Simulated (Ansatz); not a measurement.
# Sn (I4_1/amd) in Ansatz: notebook

One crystal, Sn, is run at these levels: LDA; tasks: single point, equation of state.

Program: Ansatz 0.2.0. These are calculated values, not measurements. Logs are shortened: lines on timing, memory, paths and dates and some standing lists are left out, and cuts for length are marked.

## Step 1: The crystal as given

Symmetry: I4_1/amd, No. 141, tetragonal system. The conventional cell has a = 5.880 Å, b = 5.880 Å, c = 3.199 Å, α = 90.00°, β = 90.00°, γ = 90.00°. Sn (site symmetry -4m2) has 6 Sn at 3.05 to 3.20 Å as nearest neighbours.

## Step 2: Single point, LDA, 25.99 Å³/atom (volume scaled by 0.94)

File input.yaml:

```yaml
crystal:
  lattice:
    - [-2.8801207477, 2.8801207477, 1.566654012]
    - [2.8801207477, -2.8801207477, 1.566654012]
    - [2.8801207477, 2.8801207477, -1.566654012]
  atoms:
    - { symbol: Sn, position: [0.0, 0.0, 0.0] }
    - { symbol: Sn, position: [0.75, 0.25, 0.5] }
kpoints:
  mp_grid: { grid: [9, 9, 9] }
scf:
  occupations: { method: fermi_dirac, width: 0.05 }
hamiltonian:
  xc: lda
  pseudopotentials: { kind: all_electron, lapw: { basis_error: 0.001 } }
output:
  forces: true
  stress: true
  eigenvalues: true
```

Potentials or basis: all-electron LAPW, scalar-relativistic.

Launch:

```
$ ansatz run input.yaml --threads 1 --pin off --max-ram 3072MiB --backend cpu --events-out ev --progress --plain --runs-dir out
```

Log:

```text
Warning: RAYON_NUM_THREADS=1 ignored (pool sized by the plan → 1); use --threads N
LAPW: plane waves up to 7.585 Å⁻¹, error target 1.0e-3 eV per atom; small_component_spin mean_spin; Sn in spheres of 1.492 Å, 22 of its electrons in bands, Dirac shells [] (how accurate: hamiltonian.pseudopotentials.lapw.basis_error, Limitations)
Engine: ansatz 0.2.0, aarch64-unknown-linux-gnu
Pseudopotentials: kind: all_electron
Pseudopotential: Sn, LAPW, valence charge 22, lapw/all_electron/scalar/gaussian/Sn, Koelling and Harmon's equation, gaussian nucleus
Functional definition: SPW92
  exchange = slater_x
  correlation = pw_c
Crystal: 2 atoms, lattice volume = 51.982 Å³
Basis set: ecut = 219.21211533653965 eV, 383 PW (Γ), FFT grids on a1+a2, a2, a3, exchange–correlation at level 2
Bands: 27, of which v1, the nominal top of the filled ones, is band 22 counted from 1 (21 counted from 0)
Symmetry: 16 space group operations
Space group: I41/amd (ITA 141), of the structure as read, at distance tolerance 3.7e-5 Å
k-points: 75 of 729
Non-local potential: Sn, projectors of the file, none
Initial density: superposition of atomic densities (chi_scale 0.1, normalization cell)
Initial wavefunctions: plane waves of lowest kinetic energy (no species holds an atomic orbital)
Functional: x = slater, c = lda
iter 1 solved again at ethr=8.76e-5 eV; its pass at ethr=1.00e-1 eV (dr2=3.85e-2 eV) is discarded
SCF iter   1: F=—  HF=-335889.882110 eV  |F-HF|=—  |Δ(HF+E_count)|=         —  Δρ=1.03e-2  dr2=3.87e-2  ethr=8.76e-5  ⟨swp⟩=3.0  Hψ=13866  notcnv=0
preconditioner: auto → Kerker (q_TF=auto, 2.654 Å⁻¹)  [metal: Δε(μ)=0.041 eV  Ē_g=20.915 eV  σ=0.050 eV  W_gap=0.20  n_scr=16 (ndim 8)  ℏωp=27.3 eV  f_vac=0.000  D(μ)=0.97/eV (n_scr^D=4)]
SCF iter   2: F=—  HF=-335889.848224 eV  |F-HF|=—  |Δ(HF+E_count)|=   3.39e-2  Δρ=6.81e-3  dr2=1.99e-2  ethr=8.76e-5  ⟨swp⟩=2.0  Hψ=5974  notcnv=0
SCF iter   3: F=—  HF=-335889.845146 eV  |F-HF|=—  |Δ(HF+E_count)|=   3.08e-3  Δρ=3.76e-3  dr2=6.84e-3  ethr=4.53e-5  ⟨swp⟩=2.0  Hψ=5859  notcnv=0
SCF iter   4: F=—  HF=-335889.844638 eV  |F-HF|=—  |Δ(HF+E_count)|=   5.08e-4  Δρ=1.24e-3  dr2=9.74e-4  ethr=1.56e-5  ⟨swp⟩=2.0  Hψ=5859  notcnv=0
iter 5 solved again at ethr=8.53e-8 eV; its pass at ethr=2.21e-6 eV (dr2=3.75e-5 eV) is discarded
SCF iter   5: F=—  HF=-335889.844418 eV  |F-HF|=—  |Δ(HF+E_count)|=   2.20e-4  Δρ=2.21e-4  dr2=3.75e-5  ethr=8.53e-8  ⟨swp⟩=2.0  Hψ=10002  notcnv=0
SCF iter   6: F=—  HF=-335889.844415 eV  |F-HF|=—  |Δ(HF+E_count)|=   3.08e-6  Δρ=8.92e-5  dr2=6.18e-6  ethr=8.53e-8  ⟨swp⟩=2.0  Hψ=5859  notcnv=0
SCF iter   7: F=—  HF=-335889.844415 eV  |F-HF|=—  |Δ(HF+E_count)|=   4.87e-7  Δρ=2.17e-5  dr2=3.45e-7  ethr=1.40e-8  ⟨swp⟩=2.0  Hψ=5859  notcnv=0
SCF iter   8: F=-335889.844415 eV  HF=-335889.844415 eV  |F-HF|=3.20e-9  |Δ(HF+E_count)|=   1.09e-7  Δρ=5.24e-6  dr2=9.67e-9  ethr=7.84e-10  ⟨swp⟩=2.0  Hψ=5859  notcnv=0
SCF 1 converged in 8 iterations: F = -335889.844415 eV  dr2 = 9.67e-9
SCF converged after 8 iterations
Free energy (F): -335889.844415 eV
Harris-Foulkes:  -335889.844415 eV  (|F-HF|=3.20e-9)
Internal energy: -335889.837010 eV  (E = F + TS)
E sigma→0 (E₀):  -335889.840713 eV
Entropy (-TS):   -0.007405 eV (-3.702 meV/atom)
Fermi energy:    14.145570 eV
--- Per-component energies (eV) ---
  E_band       = -1376.034920
  E_kinetic    = 353169.599573
  E_xc         = -8703.442701
  E_electrostatic = -680355.993882  (all electrons and nuclei)
  E_smearing   = -0.007405  (= −TS)
  E_closure    = 0.000000  (closes the sum)
  E_atoms      = -335880.893080  (free atoms, spherical and without spin; not in F)
  Σ components = -335889.844415   (vs F -335889.844415, Δ=0.00e0)
  Basis errors (estimates in eV, not in F): energy 3.1e-4 per atom: plane waves 3.0e-4 (1.6e-4 summed), levels above the bands 4.7e-61, relativity 2.4e-9, radial functions 1.1e-5, core shells 5.7e-9; eigenvalues (radial functions only) 6.4e-7; not estimated: angular momenta, meshes, grids; target (lapw.basis_error) 1.0e-3; muffin-tin radii Sn 1.492 Å
--- Forces (eV/Å), atoms counted from 1 ---
  atom   1  Sn     0.00000000    -0.00000000    -0.00000000
  atom   2  Sn    -0.00000000    -0.00000000     0.00000000
  max |Σ_I F_I| component: 6.78e-20 eV/Å
--- Stress (GPa, compression-positive) ---
        0.680270       0.000000       0.000000
        0.000000       0.680270      -0.000000
        0.000000      -0.000000       0.043304
  P = ⅓ Tr σ = 0.4679 GPa (4.679 kbar)
--- Band table (eV; the first three rows and the last of 75) ---
  k-point 0: bands = ["-114.8057", "-114.8046", "-70.7314", "-70.7311", "-70.7238", "-70.7238", "-70.7145", "-70.7145", "-7.4633", "-7.3619", "-7.3202", "-7.3017", "-7.1251", "-7.1251", "-7.1130", "-7.1130", "-7.0165", "-6.8952", "2.6426", "10.4795", "12.0453", "12.0453", "17.1567", "20.4986", "20.4986", "21.2197", "21.3055"]
  k-point 1: bands = ["-114.8056", "-114.8046", "-70.7314", "-70.7311", "-70.7235", "-70.7235", "-70.7148", "-70.7147", "-7.4516", "-7.3640", "-7.3106", "-7.3084", "-7.1309", "-7.1188", "-7.1099", "-7.1087", "-7.0235", "-6.9071", "2.7577", "9.5459", "12.1837", "12.7592", "17.6870", "19.5674", "19.8885", "21.1382", "21.2681"]
  k-point 2: bands = ["-114.8055", "-114.8047", "-70.7315", "-70.7313", "-70.7227", "-70.7225", "-70.7156", "-70.7155", "-7.4176", "-7.3685", "-7.3260", "-7.2815", "-7.1498", "-7.1045", "-7.1039", "-7.0964", "-7.0431", "-6.9388", "3.1031", "8.1078", "12.5950", "13.6482", "18.0959", "18.6714", "19.1657", "20.7894", "20.9427"]
  k-point 74: bands = ["-114.8051", "-114.8051", "-70.7313", "-70.7313", "-70.7245", "-70.7242", "-70.7141", "-70.7138", "-7.3779", "-7.3763", "-7.1872", "-7.1598", "-7.1502", "-7.1409", "-7.1205", "-7.1067", "-7.1037", "-7.1007", "6.0544", "6.4479", "9.1715", "9.5718", "19.3666", "19.3734", "23.1278", "23.6175", "26.0384"]
```

Wall time 17 s (1 thread of Arm Neoverse V2, shared host); peak memory 0.37 GiB.

Results:

* Free energy: -335889.8444 eV
* Pressure: 0.5 GPa
* Band gap on the k mesh: none (metal or under the smearing width)

## Step 3: Single point, LDA, 26.54 Å³/atom (volume scaled by 0.96)

Changes to input.yaml since step 2:

```diff
@@ -2,5 +2,5 @@
   lattice:
-    - [-2.8801207477, 2.8801207477, 1.566654012]
-    - [2.8801207477, -2.8801207477, 1.566654012]
-    - [2.8801207477, 2.8801207477, -1.566654012]
+    - [-2.9004039564, 2.9004039564, 1.5776871502]
+    - [2.9004039564, -2.9004039564, 1.5776871502]
+    - [2.9004039564, 2.9004039564, -1.5776871502]
   atoms:
```

Potentials or basis: all-electron LAPW, scalar-relativistic.

Launch:

```
$ ansatz run input.yaml --threads 1 --pin off --max-ram 3072MiB --backend cpu --events-out ev --progress --plain --runs-dir out
```

Run time: 17 s. Hardware: 1 thread of Arm Neoverse V2, shared host; peak memory 0.37 GiB.

It converged, with:

- Free energy: -335889.8433 eV
- Pressure: -0.8 GPa
- Band gap on the k mesh: none (metal or under the smearing width)

## Step 4: Single point, LDA, 27.10 Å³/atom (volume scaled by 0.98)

Changes to input.yaml since step 3:

```diff
@@ -2,5 +2,5 @@
   lattice:
-    - [-2.9004039564, 2.9004039564, 1.5776871502]
-    - [2.9004039564, -2.9004039564, 1.5776871502]
-    - [2.9004039564, 2.9004039564, -1.5776871502]
+    - [-2.9204073745, 2.9204073745, 1.5885680951]
+    - [2.9204073745, -2.9204073745, 1.5885680951]
+    - [2.9204073745, 2.9204073745, -1.5885680951]
   atoms:
```

Launch:

```
$ ansatz run input.yaml --threads 1 --pin off --max-ram 3072MiB --backend cpu --events-out ev --progress --plain --runs-dir out
```

It took 17 s on 1 thread of Arm Neoverse V2, shared host; peak memory 0.37 GiB.

The run converged. Its results:

```yaml
Free_energy: -335889.8341 eV
Pressure: -1.9 GPa
Band_gap_on_the_k_mesh: none (metal or under the smearing width)
```

## Step 5: Single point, LDA, 27.65 Å³/atom

Changes to input.yaml since step 4:

```diff
@@ -2,5 +2,5 @@
   lattice:
-    - [-2.9204073745, 2.9204073745, 1.5885680951]
-    - [2.9204073745, -2.9204073745, 1.5885680951]
-    - [2.9204073745, 2.9204073745, -1.5885680951]
+    - [-2.9401404553, 2.9401404553, 1.5993019889]
+    - [2.9401404553, -2.9401404553, 1.5993019889]
+    - [2.9401404553, 2.9401404553, -1.5993019889]
   atoms:
```

Launch:

```
$ ansatz run input.yaml --threads 1 --pin off --max-ram 3072MiB --backend cpu --events-out ev --progress --plain --runs-dir out
```

It took 16 s on 1 thread of Arm Neoverse V2, shared host; peak memory 0.35 GiB.

The run converged. Its results:

| Quantity | Value |
| --- | --- |
| Free energy | -335889.8178 eV |
| Pressure | -2.8 GPa |
| Band gap on the k mesh | none (metal or under the smearing width) |

## Step 6: Single point, LDA, 28.20 Å³/atom (volume scaled by 1.02)

Changes to input.yaml since step 5:

```diff
@@ -2,5 +2,5 @@
   lattice:
-    - [-2.9401404553, 2.9401404553, 1.5993019889]
-    - [2.9401404553, -2.9401404553, 1.5993019889]
-    - [2.9401404553, 2.9401404553, -1.5993019889]
+    - [-2.9596121516, 2.9596121516, 1.6098937015]
+    - [2.9596121516, -2.9596121516, 1.6098937015]
+    - [2.9596121516, 2.9596121516, -1.6098937015]
   atoms:
```

Potentials or basis: all-electron LAPW, scalar-relativistic.

Launch:

```
$ ansatz run input.yaml --threads 1 --pin off --max-ram 3072MiB --backend cpu --events-out ev --progress --plain --runs-dir out
```

Run time: 16 s. Hardware: 1 thread of Arm Neoverse V2, shared host; peak memory 0.35 GiB.

Results (log left out):

```
Free energy            : -335889.7951 eV
Pressure               : -3.7 GPa
Band gap on the k mesh : none (metal or under the smearing width)
```

## Step 7: Single point, LDA, 28.76 Å³/atom (volume scaled by 1.04)

Changes to input.yaml since step 6:

```diff
@@ -2,5 +2,5 @@
   lattice:
-    - [-2.9596121516, 2.9596121516, 1.6098937015]
-    - [2.9596121516, -2.9596121516, 1.6098937015]
-    - [2.9596121516, 2.9596121516, -1.6098937015]
+    - [-2.9788309508, 2.9788309508, 1.6203478496]
+    - [2.9788309508, -2.9788309508, 1.6203478496]
+    - [2.9788309508, 2.9788309508, -1.6203478496]
   atoms:
```

Launch:

```
$ ansatz run input.yaml --threads 1 --pin off --max-ram 3072MiB --backend cpu --events-out ev --progress --plain --runs-dir out
```

It took 16 s on 1 thread of Arm Neoverse V2, shared host; peak memory 0.35 GiB.

It converged, with:

* Free energy: -335889.7668 eV
* Pressure: -4.5 GPa
* Band gap on the k mesh: none (metal or under the smearing width)

## Step 8: Single point, LDA, 29.31 Å³/atom (volume scaled by 1.06)

Changes to input.yaml since step 7:

```diff
@@ -2,5 +2,5 @@
   lattice:
-    - [-2.9788309508, 2.9788309508, 1.6203478496]
-    - [2.9788309508, -2.9788309508, 1.6203478496]
-    - [2.9788309508, 2.9788309508, -1.6203478496]
+    - [-2.9978049079, 2.9978049079, 1.6306688148]
+    - [2.9978049079, -2.9978049079, 1.6306688148]
+    - [2.9978049079, 2.9978049079, -1.6306688148]
   atoms:
```

Launch:

```
$ ansatz run input.yaml --threads 1 --pin off --max-ram 3072MiB --backend cpu --events-out ev --progress --plain --runs-dir out
```

Wall time 16 s (1 thread of Arm Neoverse V2, shared host); peak memory 0.35 GiB.

Results (log left out):

```
Free energy            : -335889.7335 eV
Pressure               : -5.2 GPa
Band gap on the k mesh : none (metal or under the smearing width)
```

## Step 9: Equation of state, LDA

Potentials or basis: all-electron LAPW, scalar-relativistic.

This step only gathers the single runs of the series.

Results:

```
Equilibrium volume                        : 26.19 Å³/atom
Bulk modulus at fixed shape and positions : 59 GPa
Pressure derivative of the bulk modulus   : 4.6
```

Energy against volume, from the lowest point:
```csv
volume (Å³/atom),energy (meV/atom)
25.991,0.00
26.544,0.57
27.097,5.17
27.650,13.30
28.203,24.65
28.756,38.81
29.309,55.46
```

Caveat: the cell was scaled at fixed shape and fractional positions, which overstates the stiffness of a crystal with free parameters, most of all of layers and chains.
